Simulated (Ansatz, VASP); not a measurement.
**SiO2 (Stishovite): VASP beside Ansatz**

```
Si O
1.0
     4.19297    0.00000    0.00000
     0.00000    4.19297    0.00000
     0.00000    0.00000    2.66332
Si O
2 4
Cartesian
  0.0000 0.0000 0.0000
  2.0965 2.0965 1.3317
  1.2871 1.2871 0.0000
  0.8093 3.3836 1.3317
  2.9058 2.9058 0.0000
  3.3836 0.8093 1.3317
```

Alike in both runs: task single point; functional PBE; k mesh 6 × 6 × 8; no spin polarisation.

```csv
,VASP,Ansatz
version,VASP 6.6.1,Ansatz 0.2.0
potentials or method,"VASP PAW PBE potentials, release 64 (Si, O)","plane waves, PAW"
plane-wave cutoff (eV),520,420
occupations,"gaussian, width 0.01 eV",fixed
valence electrons in the cell,32,32
```

Ansatz gave:

- gap on the k mesh at the Fermi level (eV): 5.58
- pressure (GPa): 9.7
- largest component of the traceless stress (GPa): 1.55
- rms of the force components (eV/Å): 0.104

Problem. What did VASP give for the same quantities?

Solution. gap on the k mesh at the Fermi level (eV): 5.56; pressure (GPa): 9.9; largest component of the traceless stress (GPa): 2.02; rms of the force components (eV/Å): 0.113.

Atom by atom the forces differ by 0.009 eV/Å (rms over components).

A k mesh can miss the band edges.
